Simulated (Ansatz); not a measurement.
**H interstitial in GaP**

Computed with DFT PBE, scalar-relativistic, plane waves, PAW (Ansatz 0.2.0). (420 eV cutoff, 2×2×2 k-mesh, Gaussian smearing of 0.01 eV, collinear spin in charge 0 alone)

Host crystal, relaxed:

```
CELL_PARAMETERS angstrom
0.00000 2.75256 2.75256
2.75256 0.00000 2.75256
2.75256 2.75256 0.00000
ATOMIC_POSITIONS crystal
Ga 0.00000 0.00000 0.00000
P 0.25000 0.25000 0.25000
```

Supercell of 32 atoms, rows in host cell vectors: -1 -1 3; -1 -1 -1; 3 -1 -1. Atoms relax at the host's cell, keeping the symmetry that the supercell leaves at the site. The cell is small, so energies carry finite-size errors of tenths of an eV. The host's Kohn–Sham gap is 1.58 eV. Atoms are taken from and returned to the elements' standard states. Charged cells are corrected for image charges with the computed static dielectric tensor (mean 12.9) and aligned with the host's potential at far atoms (alignment terms reach 0.07 eV; the program doubts the alignment in some charges, where it is up to 0.07 eV). No band-filling term is added, and the Fermi level counts from the host's valence band top.

Defect: H interstitial at (0.500, 0.500, 0.500) of the host cell.

Task: What is the formation energy of the neutral defect?

Result: 2.20 eV.

Task: Does the neutral defect carry a moment, and how do its surroundings relax?

Result: It changes the cell's moment by 1.00 μB. The nearest neighbours before are 4 P at 2.38 Å, 6 Ga at 2.75 Å; after relaxation the atoms near the site are 4 P at 2.37 Å, 6 Ga at 2.76 Å; the largest move is 0.02 Å.

Task: Charges +1, 0, -1 were computed. Which is stable where in the gap?

Result: Among the charges computed the stable one is 0 at the valence band top, changing to -1 at 0.93 eV. In charge +1 the extra carrier would gain by moving to a band edge of the host, so it isn't bound in the gap, though by less than the errors named above. In charge +1 the cell has partly filled bands: a level of the defect may be part filled, the carrier may sit in the host's bands, or levels may cross between the k points, so transitions that involve it are doubtful. Other sites of the defect weren't tried. Levels between neighbouring charges: (+1/0) -0.06 eV, (0/-1) 0.93 eV.